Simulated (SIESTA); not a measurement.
## Rh in SIESTA: the effect of basis

The system is Rh.

```
Rh
1.0
     0.00000    1.89785    1.89785
     1.89785    0.00000    1.89785
     1.89785    1.89785    0.00000
Rh
1
Direct
  0.00000 0.00000 0.00000
```

Alike in all runs:

| Quantity | Value |
| --- | --- |
| Program | SIESTA 5.4.2 |
| Task | band structure |
| Functional | PBE |
| Potentials or basis | PseudoDojo 0.4 standard (PBE files) |
| Grid cutoff | 800 Ry |
| Energy shift | 0.003 Ry |
| k mesh | 12 × 12 × 12 |
| Occupations | fermi-dirac, width 0.05 eV |
| Spin | no spin polarisation |

```tsv
basis	pressure (GPa)
SZ	?
SZP	17.2
DZ	8.2
DZP	11.8
DZDP	11.3
TZP	12.3
TZDP	11.9
```

**Question.** What does the run with basis SZ give?

**Answer.** Pressure 24.4 GPa.

Caveats: the basis of atomic orbitals isn't converged, which shifts pressures, moduli and gaps; the basis has no polarisation orbitals (some runs).
